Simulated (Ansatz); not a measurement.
## Stress against strain in InSe

```yaml
crystal:
  lattice:
    - [5.86790, -2.05500, 0.00000]
    - [5.86790, 2.05500, 0.00000]
    - [-1.59942, 0.00000, 4.32366]
  atoms:
    - { symbol: In, position: [0.88400, 0.88400, 0.00500] }
    - { symbol: In, position: [0.11600, 0.11600, 0.99500] }
    - { symbol: Se, position: [0.66000, 0.66000, 0.64200] }
    - { symbol: Se, position: [0.34000, 0.34000, 0.35800] }
```

Atom numbers follow the list: In1, In2, Se3, Se4.

The cell is COD entry 1540841, as deposited and not checked against the literature; nothing was relaxed.

No spin–orbit coupling, which matters for the heavy atoms here.

All numbers below come from DFT, PBEsol, all-electron LAPW, scalar-relativistic (Ansatz 0.2.0).

The runs use a Γ-centred 7×7×6 k mesh, Fermi–Dirac smearing of 0.02 eV, basis error target 0.5 meV/atom, no spin polarisation.

The strain is applied along the Cartesian axes of the cell as listed (the other components stay zero). Fractional coordinates are held (clamped ions).

σ is the change of stress from the unstrained cell, which is at -0.14 GPa; tension is positive, so slopes are stress–strain coefficients at that pressure.

Only quantities that a quadratic follows smoothly over the whole series are listed; rougher ones are left out.

```
    εzz  σzz (GPa)  σxx (GPa)
-0.0300      -2.27      -1.59
-0.0200      -1.48      -1.03
-0.0100      -0.72      -0.50
 0.0000       0.00       0.00
 0.0200       1.36       0.92
 0.0300       1.99       1.33
```

Problem. Fit the series and read off the stiffness at zero strain.

Solution. Least-squares fits y = p0 + p1 x + p2 x² to the rows give σzz (GPa): p1 = 71, p2 = -160; σxx (GPa): p1 = 48.7, p2 = -150. So C33 = 71 GPa and C13 = 49 GPa, for these axes.

Problem. One run, at εzz = 0.0100, is withheld. Predict its row.

Solution. The fits give 0.70, 0.47; the run gave 0.69, 0.47.
